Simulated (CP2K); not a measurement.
Runs of CP2K 2026.2 on TaN. The structure is cubic, space group Fm-3m (No. 225). Conventional cell: a = 4.423 Å, b = 4.423 Å, c = 4.423 Å, α = 90.00°, β = 90.00°, γ = 90.00°. Ta (site symmetry m-3m) is surrounded by 6 N at 2.21 Å. Around N (site symmetry m-3m) lie 6 Ta at 2.21 Å. The cell comes from a database or a generator and needn't be the stable form of this composition.

```tsv
task	level	potentials or basis	smearing	EPS_DEFAULT	NGRIDS	CUTOFF of the grids	points a segment of the path (NPOINTS)	bands added on the path	gap on the mesh (eV)	pressure (GPa)
single point	PBEsol	POTENTIAL_UZH Ta GTH-PBE-q13, N GTH-PBE-q5; TZVP-MOLOPT-PBE-GTH basis	fermi-dirac 0.05 eV	1.0E-10	4	450 Ry	-	-	none	-13.2
band structure	r2SCAN	POTENTIAL_UZH Ta GTH-SCAN-q13, N GTH-SCAN-q5; TZVP-MOLOPT-SCAN-GTH basis	fermi-dirac 0.1 eV	1.0E-9	5	675 Ry	8	2	none	-11.8
band structure	LDA	GTH_POTENTIALS Ta GTH-PADE-q13, N GTH-PADE-q5; TZVP-MOLOPT-PBE-GTH basis	fermi-dirac 0.05 eV	1.0E-10	4	450 Ry	10	6	none	-119.4
band structure	PBEsol	POTENTIAL_UZH Ta GTH-PBE-q13, N GTH-PBE-q5; TZVP-MOLOPT-PBE-GTH basis	fermi-dirac 0.1 eV	1.0E-10	5	450 Ry	6	6	none	(a)
```

Alike in all rows: no spin polarisation; cell as given; k mesh 10 × 10 × 10.

Question: Estimate the missing entries.

Answer: (a) -13.1.

Caveats: the basis of atomic orbitals isn't converged, which shifts pressures, moduli and gaps; spin-orbit coupling is left out, which moves the levels of the heavy elements (some runs); the potentials were made for another functional, which shifts forces and pressure (some runs); a pressure of tens of GPa on the cell as given is suspect, and the run, the potentials or the cell itself is likely at fault (some runs).

A k mesh can miss the band edges, and the runs leave out spin-orbit coupling on Ta.

A gap of «none» marks a metal or a gap under the smearing width.
